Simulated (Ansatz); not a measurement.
# BN (rocksalt type): how the settings move a single-point run

How sensitive is a single-point run of BN (rocksalt type) to its settings? A reference run comes first, then one run with altered input.

Program: Ansatz 0.2.0. Level of theory: reference: DFT, PBE, PAW with Ansatz's default frozen-core files, scalar-relativistic. These are calculated values, not measurements.

**1. The system as given**

The structure is cubic, space group Fm-3m (No. 225). The conventional cell has a = 3.019 Å, b = 3.019 Å, c = 3.019 Å, α = 90.00°, β = 90.00°, γ = 90.00°. Around B (site symmetry m-3m) lie 6 N at 1.51 Å. N (site symmetry m-3m) has 6 B at 1.51 Å as nearest neighbours.

Structure file:

```cif
data_structure
_symmetry_space_group_name_H-M 'P 1'
_symmetry_Int_Tables_number 1
_cell_length_a 2.1349
_cell_length_b 2.1349
_cell_length_c 2.1349
_cell_angle_alpha 60.000
_cell_angle_beta 60.000
_cell_angle_gamma 60.000
_cell_volume 6.88
loop_
_atom_site_label
_atom_site_type_symbol
_atom_site_fract_x
_atom_site_fract_y
_atom_site_fract_z
_atom_site_occupancy
B1 B 0.00000 0.00000 0.00000 1
N1 N 0.50000 0.50000 0.50000 1
```

**2. Reference**

The input, input.yaml:

```yaml
crystal:
  lattice:
    - [0.0, 1.5096012912, 1.5096012912]
    - [1.5096012912, 0.0, 1.5096012912]
    - [1.5096012912, 1.5096012912, 0.0]
  atoms:
    - { symbol: B, position: [0.0, 0.0, 0.0] }
    - { symbol: "N", position: [0.5, 0.5, 0.5] }
kpoints:
  mp_grid: { grid: [15, 15, 15] }
scf:
  occupations: { method: fermi_dirac, width: 0.08 }
hamiltonian:
  xc: pbe
  pseudopotentials: { kind: paw }
output:
  forces: true
  stress: true
  eigenvalues: true
  populations: true
  write_density: true
  write_potential: true
  elf: true
  volumetric_format: npy
```

The run is started by

```sh
$ ansatz run input.yaml --threads 1 --pin off --max-ram 2048MiB --backend cpu --events-out ev --progress --plain --runs-dir out
```

**3. Variant: mixing.algorithm msr1, mixing.beta 0.5**

input.yaml, as its differences from that of step 2:

```diff
@@ -12,2 +12,3 @@
   occupations: { method: fermi_dirac, width: 0.08 }
+  mixing: { algorithm: msr1, beta: 0.5 }
 hamiltonian:
@@ -20,5 +21 @@
   populations: true
-  write_density: true
-  write_potential: true
-  elf: true
-  volumetric_format: npy
```

Before running it: what results should come out? Wanted: for each run, ending; energy change; pressure; gap; force.

The runs gave:

| run | ending | energy change | pressure (GPa) | gap (eV) | force (eV/Å) | cycles | time |
| --- | --- | --- | --- | --- | --- | --- | --- |
| reference | converged | 0 | 391.1 | 5.18 | 0.00 | 6 | 0.98 s |
| 1: mixing.algorithm msr1, mixing.beta 0.5 | converged | 0.0 meV/atom | 391.1 | 5.18 | 0.00 | 6 | 0.95 s |

Times don't compare one to one where runs were asked for different outputs or read a saved state (see the inputs); cycles may leave out searches for a lower state.

Residual by cycle in the longest SCF loop of each run; runs are numbered as in the table. The quantity is the density residual dr2, in eV.

| cycle | reference | run 1 |
| --- | --- | --- |
| 1 | 0.173 | 0.173 |
| 2 | 0.013 | 0.013 |
| 3 | 0.00168 | 0.00168 |
| 4 | 2.7e-6 | 2.7e-6 |
| 5 | 1.1e-7 | 1.1e-7 |
| 6 | 3.5e-10 | 3.5e-10 |

Energy and cycle count are those of the reference, so the change (mixing) left the result and the number of cycles as they were. The structure is not at rest: the sound run finds 391 GPa, so these are no properties of the relaxed crystal. 

These are semilocal Kohn-Sham gaps, which aren't the measured quantity. Such gaps usually fall short of the measured ones.
